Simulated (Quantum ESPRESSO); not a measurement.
CdO2 under changes of volume

One of the cells (14.470 Å³/atom); the others are scaled copies at fixed shape and fractional positions:

```
Cd O
1.0
     3.47623    0.00000    0.00000
    -1.73811    3.01050    0.00000
     0.00000    0.00000    4.14808
Cd O
1 2
Cartesian
  0.0000 0.0000 0.0000
  0.0000 2.0070 1.0130
  1.7381 1.0035 3.1350
```

The cell comes from a database or a generator and needn't be the stable form of this composition.

```yaml
Program: Quantum ESPRESSO 7.5
Functional: LDA
Potentials_or_basis: GBRV 1.5 LDA
Cutoff: 612 eV
Density_cutoff: 4898 eV
k_mesh: 9 × 9 × 7
Occupations: fermi-dirac, width 0.05 eV
Spin: no spin polarisation
```

```csv
volume (Å³/atom),energy over the lowest point (meV/atom),pressure (GPa),largest force (eV/Å)
13.602,0.00,-10.1,0.119
13.891,19.73,-11.7,0.238
14.181,42.19,-13.2,0.347
14.470,67.08,-14.4,0.447
14.760,94.02,-15.4,0.539
15.049,122.67,-16.3,0.624
15.338,?,?,?
```

Problem. What does the run at 15.338 Å³/atom give?

Solution. Energy over the lowest point 152.87 meV/atom; pressure -17.1 GPa; largest force 0.703 eV/Å.

Worked out: A Birch-Murnaghan fit of order 3 (a polynomial in V^(-2/3)) to the other rows has no minimum within the range. It gives 152.83 meV/atom at 15.338 Å³/atom, against the run's 152.87, and -dE/dV = -17.1 GPa, against -17.1.

Energies are extrapolated to zero smearing.
